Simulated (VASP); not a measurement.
# CdS (Fm-3m) in VASP: a series of runs, part 2 of 2

VASP 6.6.1. The steps go on from the part before.

## Step 3: Single point, PBEsol, spin-orbit coupling, no magnetisation

Input file INCAR:

```
PREC     = Accurate       # precision mode
ENCUT    = 250            # plane-wave cutoff, eV
EDIFF    = 1E-7           # SCF threshold, eV
ISMEAR   = 0              # smearing method
SIGMA    = 0.02           # smearing width, eV
LREAL    = False          # projectors in reciprocal space
LASPH    = True           # aspherical terms in the spheres
NELM     = 100            # most SCF steps
ALGO     = Normal         # electronic algorithm
ISIF     = 2              # what is computed and relaxed
LWAVE    = False          # write WAVECAR
LCHARG   = False          # write CHGCAR
MAGMOM   = 0 0 0 0 0 0    # initial moments
LORBIT   = 11             # projections on sites
LSORBIT  = True           # spin-orbit coupling
GGA_COMPAT= False        
GGA      = PS             # functional
NBANDS   = 34             # bands
```

Input file KPOINTS:

```
regular mesh
0
Gamma
  7 7 7
```

Input file POSCAR:

```
CdS
1.0
    0.0000000000      2.7532440000      2.7532440000
    2.7532440000      0.0000000000      2.7532440000
    2.7532440000      2.7532440000      0.0000000000
Cd S
1 1
Direct
    0.0000000000      0.0000000000      0.0000000000
    0.5000000000      0.5000000000      0.5000000000
```

Potentials or basis: VASP PAW PBE potentials, release 64 (Cd, S).

Launch:

```bash
> cat potpaw_PBE.64/Cd/POTCAR potpaw_PBE.64/S/POTCAR > POTCAR
> mpirun -np 1 vasp_ncl > vasp.out
```

It took 29 s on 1 thread of Intel Xeon Platinum 8175M at 2.50GHz (Skylake/Cascade Lake), shared host; peak memory 0.16 GiB.

The run converged, but a check on its numbers failed (symmetry, net force, bounds or a known fault of this set-up), so they aren't taken as properties of the crystal.

Caveat: the cutoff lies under the usual one of these potentials, so the numbers hold a large basis-set error; the PAW data sets were made with another functional, which shifts forces and pressure a little.

## Step 4: Single point, PBEsol, spin-orbit coupling, no magnetisation

Changes to INCAR since step 3:

```diff
@@ -1,3 +1,3 @@
 PREC     = Accurate       # precision mode
-ENCUT    = 250            # plane-wave cutoff, eV
+ENCUT    = 350            # plane-wave cutoff, eV
 EDIFF    = 1E-7           # SCF threshold, eV
```

Input file KPOINTS:

```
regular mesh
0
Gamma
  6 6 6
```

POSCAR is that of step 3.

Potentials or basis: VASP PAW PBE potentials, release 64 (Cd, S).

Launch:

```bash
> cat potpaw_PBE.64/Cd/POTCAR potpaw_PBE.64/S/POTCAR > POTCAR
> mpirun -np 1 vasp_ncl > vasp.out
```

OUTCAR:

```text
PREC = Accurate
   ENCUT = 350
   EDIFF = 1E-7
   ISMEAR = 0
   LREAL = False
   LASPH = True
   NELM = 100
   ISIF = 2
   LORBIT = 11
   LSORBIT = True
   GGA = PS

 Found     16 irreducible k-points:

 Following reciprocal coordinates:
            Coordinates               Weight
  0.000000  0.000000  0.000000      1.000000
  0.166667  0.000000  0.000000      8.000000
  0.333333  0.000000  0.000000      8.000000
  0.500000  0.000000  0.000000      4.000000
  0.166667  0.166667  0.000000      6.000000
  0.333333  0.166667  0.000000     24.000000
   k-points           NKPTS =     16   k-points in BZ     NKDIM =     16   number of bands    NBANDS=     34
   number of dos      NEDOS =    301   number of ions     NIONS =      2
[... 346 lines left out ...]
     0.0000000     0.0000000     0.0000000     0.0000000     0.0000000     0.0000000     0.0000000
     0.0000000     0.0000000     0.0000000     0.0000000     0.0000000     0.0000000     0.0000000
     0.0000000     0.0000000     0.0000000     0.0000000     0.0000000     0.0000000     0.0000000
     0.0000000     0.0000000     0.0000000     0.0000000     0.0000000     0.0000000     0.0000000
     0.0000000     0.0000000     0.0000000     0.0000000     0.0000000     0.0000000     0.0000000
     0.0000000     0.0000000     0.0000000     0.0000000     0.0000000     0.0000000     0.0000000

 total charge

# of ion       s       p       d       tot
------------------------------------------
    1        0.377   0.244   9.562  10.183
    2        1.335   2.333   0.000   3.668
--------------------------------------------------
tot          1.711   2.577   9.562  13.851

 magnetization (x)

# of ion       s       p       d       tot
------------------------------------------
    1       -0.000   0.000  -0.000  -0.000
    2       -0.000   0.000   0.000  -0.000
--------------------------------------------------
tot         -0.000   0.000  -0.000  -0.000

 magnetization (y)

# of ion       s       p       d       tot
------------------------------------------
    1       -0.000   0.000  -0.000  -0.000
    2       -0.000   0.000   0.000  -0.000
--------------------------------------------------
tot         -0.000   0.000  -0.000  -0.000

 magnetization (z)

# of ion       s       p       d       tot
------------------------------------------
    1        0.000   0.000  -0.000   0.000
    2        0.000   0.000   0.000   0.000
--------------------------------------------------
tot          0.000   0.000  -0.000   0.000
```

OSZICAR:

```text
N       E                     dE             d eps       ncg     rms          rms(c)
DAV:   1     0.102078288784E+03    0.10208E+03   -0.69154E+03  1120   0.730E+02
DAV:   2    -0.224555177184E+01   -0.10432E+03   -0.98656E+02  1260   0.232E+02
DAV:   3    -0.714676248414E+01   -0.49012E+01   -0.48717E+01  1326   0.523E+01
DAV:   4    -0.717578775189E+01   -0.29025E-01   -0.29016E-01  1240   0.395E+00
DAV:   5    -0.717603595836E+01   -0.24821E-03   -0.24820E-03  1302   0.355E-01    0.710E+00
DAV:   6    -0.666400652148E+01    0.51203E+00   -0.65090E-01  1458   0.112E+01    0.601E+00
DAV:   7    -0.664100401623E+01    0.23003E-01   -0.17518E-01  1226   0.283E+00    0.309E+00
DAV:   8    -0.663702750160E+01    0.39765E-02   -0.18458E-02  1234   0.154E+00    0.343E-01
DAV:   9    -0.663649839031E+01    0.52911E-03   -0.12645E-03  1284   0.509E-01    0.185E-01
DAV:  10    -0.663652866261E+01   -0.30272E-04   -0.23263E-04  1212   0.118E-01    0.498E-02
DAV:  11    -0.663654110786E+01   -0.12445E-04   -0.94147E-05  1298   0.116E-01    0.280E-02
DAV:  12    -0.663653685894E+01    0.42489E-05   -0.15526E-05  1240   0.447E-02    0.504E-03
DAV:  13    -0.663653707487E+01   -0.21594E-06   -0.17323E-06  1176   0.958E-03    0.296E-03
DAV:  14    -0.663653710391E+01   -0.29039E-07   -0.74109E-09   668   0.768E-04
   1 F= -.66365371E+01 E0= -.66365370E+01  d E =-.216945E-06  mag=     0.0000    -0.0000    -0.0000
```

stdout:

```text
POSCAR found type information on POSCAR CdS
 POSCAR found :  2 types and       2 ions
 scaLAPACK will be used
 -----------------------------------------------------------------------------
|                                                                             |
|                                                                             |
|     You enforced a specific xc type in the INCAR file but a different       |
|     I HOPE YOU KNOW WHAT YOU ARE DOING!                                     |
|                                                                             |
 -----------------------------------------------------------------------------

 LDA part: xc-table for (Slater+PW92), standard interpolation
 POSCAR, INCAR and KPOINTS ok, starting setup
 FFT: planning ... GRIDC
 FFT: planning ... GRID_SOFT
 FFT: planning ... GRID
 WAVECAR not read
 entering main loop
```

Run time: 27 s. Hardware: 1 thread of Intel Xeon Platinum 8175M at 2.50GHz (Skylake/Cascade Lake), shared host; peak memory 0.2 GiB.

The run converged, but some of its settings lie outside the range that counts as converged, so its numbers aren't taken as properties of the crystal.

What came out:

```
Free energy                                           : -6.6365 eV
Pressure                                              : -4.5 GPa
Valence electrons inside the program's atomic spheres : Cd 10.18; S 3.67
```

Caveat: the PAW data sets were made with another functional, which shifts forces and pressure a little.

## Step 5: Single point, PBEsol, spin-orbit coupling, no magnetisation

Changes to INCAR since step 4:

```diff
@@ -1,3 +1,3 @@
 PREC     = Accurate       # precision mode
-ENCUT    = 350            # plane-wave cutoff, eV
+ENCUT    = 300            # plane-wave cutoff, eV
 EDIFF    = 1E-7           # SCF threshold, eV
```

Input file KPOINTS:

```
regular mesh
0
Gamma
  7 7 7
```

POSCAR is that of step 4.

Launch:

```bash
> cat potpaw_PBE.64/Cd/POTCAR potpaw_PBE.64/S/POTCAR > POTCAR
> mpirun -np 1 vasp_ncl > vasp.out
```

Run time: 30 s. Hardware: 1 thread of Intel Xeon Platinum 8175M at 2.50GHz (Skylake/Cascade Lake), shared host; peak memory 0.2 GiB.

The run converged, but some of its settings lie outside the range that counts as converged, so its numbers aren't taken as properties of the crystal.

Results:

- Free energy: -6.6409 eV
- Valence electrons inside the program's atomic spheres: Cd 10.17; S 3.67

Caveat: the cutoff is under 1.25 times the usual one of these potentials, so pressure, stress and relaxed cells hold a basis-set (Pulay) error; the PAW data sets were made with another functional, which shifts forces and pressure a little.

## Step 6: The reference run

An earlier run on the cell as given: functional PBE; potentials or basis VASP PAW PBE potentials, release 64 (Cd, S); cutoff 520 eV; k mesh 8 × 8 × 8; occupations fermi-dirac, width 0.05 eV; no spin polarisation.

- Pressure: -0.1 GPa
- Band gap on the k mesh: 0.26 eV, indirect (least direct gap 1.53 eV)
